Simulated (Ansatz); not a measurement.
# Mg: the cost of one run

Program: Ansatz 0.2.0. Level of theory: DFT PBE, scalar-relativistic, plane waves, PAW. These are calculated values, not measurements.

1 further run of the same task is left out (set aside as unsound or not needed).

## 1. The structure to begin with

Symmetry: P6_3/mmc, No. 194, hexagonal system. Conventional cell: a = 3.906 Å, b = 3.906 Å, c = 6.420 Å, α = 90.00°, β = 90.00°, γ = 120.00°. Around Ca (site symmetry -6m2) lie 12 Ca at 3.91 to 3.92 Å.

As a file:

```cif
data_structure
_symmetry_space_group_name_H-M 'P 1'
_symmetry_Int_Tables_number 1
_cell_length_a 3.9062
_cell_length_b 3.9062
_cell_length_c 6.4199
_cell_angle_alpha 90.000
_cell_angle_beta 90.000
_cell_angle_gamma 119.997
_cell_volume 84.84
loop_
_atom_site_label
_atom_site_type_symbol
_atom_site_fract_x
_atom_site_fract_y
_atom_site_fract_z
_atom_site_occupancy
Ca1 Ca 0.83344 0.16656 0.25000 1
Ca2 Ca 0.16656 0.83344 0.75000 1
```

It goes back to an entry of the Materials Project, which need not be the stable form.

This cell was relaxed beforehand with the same method: volume 42.42 Å³/atom, gap on the mesh none (metal).

## 2. The substitution Ca → Mg

The start of Mg: fractional positions of relaxed Ca, cell scaled by 0.858, a guess from tabulated radii.

## 3. Quick check of gap, pressure and forces (Mg)

Contents of input.yaml:

```yaml
crystal:
  lattice:
    - [1.675991243, -2.9027440158, 0.0]
    - [1.675991243, 2.9027440158, 0.0]
    - [0.0, 0.0, 5.5088465956]
  atoms:
    - { symbol: Mg, position: [0.8334435351, 0.1665564649, 0.25] }
    - { symbol: Mg, position: [0.1665564649, 0.8334435351, 0.75] }
basis:
  ecutwfc: 420
kpoints:
  mp_grid: { grid: [6, 6, 4] }
hamiltonian:
  xc: pbe
scf:
  occupations: { method: gaussian, width: 0.1 }
output:
  forces: true
  stress: true
  eigenvalues: true
```

**Question.** How long does this run take on 1 thread of an Arm CPU, shared host, and how much memory does it need?

About 1 s, with a peak of 0.28 GiB.
